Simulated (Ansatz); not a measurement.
**MnO2 in Ansatz: the effect of fixed moment**

Crystal: MnO2.

```
Mn O
1.0
     2.90416    0.00000    0.00000
     0.00000    3.84481    0.00000
     0.00000    0.00000    6.16426
Mn O
2 4
Direct
  0.50000 0.50000 0.34330
  0.00000 0.00000 0.65670
  0.50000 0.00000 0.83757
  0.00000 0.50000 0.16243
  0.50000 0.00000 0.42180
  0.00000 0.50000 0.57820
```

Measurements of this composition are mostly on another form, of space group No. 136.

Alike in all runs:

| Item | Value |
| --- | --- |
| Program | Ansatz 0.2.0 |
| Task | single point |
| Functional | PBEsol |
| Potentials or basis | Ansatz PAW |
| Cutoff | 420 eV (not typed: the program's choice for these potentials) |
| k mesh | 8 × 6 × 4 |
| Occupations | fermi-dirac, width 0.05 eV |

Task: One run gave: energy over the lowest run 118.3 meV/atom; pressure -18.2 GPa; largest force 1.81 eV/Å. Which fixed moment did it use?
A. 2
B. 4
C. 0
D. 6
E. 12

Result: B.

```tsv
fixed moment	spin	starting moments	energy over the lowest run (meV/atom)	pressure (GPa)	largest force (eV/Å)
0	collinear spin, program default start	-	268.0	-22.7	3.26
2	collinear spin, ferromagnetic start	[1.0, 1.0, 0.0, 0.0, 0.0, 0.0] μB	185.6	-21.5	2.54
4	collinear spin, ferromagnetic start	[2.0, 2.0, 0.0, 0.0, 0.0, 0.0] μB	118.3	-18.2	1.81
6	collinear spin, ferromagnetic start	[3.0, 3.0, 0.0, 0.0, 0.0, 0.0] μB	0.0	-13.4	1.18
8	collinear spin, ferromagnetic start	[4.0, 4.0, 0.0, 0.0, 0.0, 0.0] μB	380.2	-0.3	0.84
10	collinear spin, ferromagnetic start	[5.0, 5.0, 0.0, 0.0, 0.0, 0.0] μB	956.1	16.8	1.91
12	collinear spin, ferromagnetic start	[6.0, 6.0, 0.0, 0.0, 0.0, 0.0] μB	1683.7	35.3	3.31
16	collinear spin, ferromagnetic start	[8.0, 8.0, 0.0, 0.0, 0.0, 0.0] μB	4205.0	73.5	5.66
```

Caveats: the total moment is fixed, so each spin has its own Fermi level; the PAW data sets come from PBE, with cores solved anew for the run's functional, which leaves a small shift of forces and pressure; the thresholds are loose for stress; forces of over 1 eV/Å show positions far from the minimum, so gaps and moduli don't describe the material at rest (some runs); a pressure of tens of GPa on the cell as given is suspect, and the run, the potentials or the cell itself is likely at fault (some runs).
